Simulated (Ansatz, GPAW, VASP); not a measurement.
## One calculation of PbS, 4 ways

```
Pb S
1.0
     0.00000    2.96575    2.96575
     2.96575    0.00000    2.96575
     2.96575    2.96575    0.00000
Pb S
1 1
Direct
  0.00000 0.00000 0.00000
  0.50000 0.50000 0.50000
```

Alike in all runs: task single point; functional PBE; k mesh 8 × 8 × 8; occupations gaussian, width 0.02 eV; no spin polarisation; no spin-orbit coupling. Pressure is positive in compression and, in plane waves, holds the error of the finite cutoff, which Ansatz's Pulay term estimates and takes out.

| program and potentials | plane-wave cutoff (eV) | notes | band gap (eV) | pressure (GPa) |
| --- | --- | --- | --- | --- |
| Ansatz, Ansatz PAW | 420 | - | 0.36 | 2.23 |
| Ansatz, all-electron LAPW, scalar-relativistic | - | - | 0.36 | 2.24 |
| VASP, PBE PAW files Pb_d, S, 520 eV | 520 | - | 0.36 | 2.17 |
| GPAW, GPAW PAW data sets (gpaw-data 1.2.1) | 600 | - | 0.31 | 2.00 |

The band gap spans 0.31 (GPAW, GPAW PAW data sets (gpaw-data 1.2.1)) to 0.36 eV (VASP, PBE PAW files Pb_d, S, 520 eV), with all-electron results at 0.36. The pressure spans 2.00 (GPAW, GPAW PAW data sets (gpaw-data 1.2.1)) to 2.24 GPa (Ansatz, all-electron LAPW, scalar-relativistic), with all-electron results at 2.24. Spin-orbit coupling, left out here, moves the band edges of heavy atoms.

The functional is the same throughout but for its coding, so the spread measures potentials, basis and numerics; runs on potential files found faulty are left out.
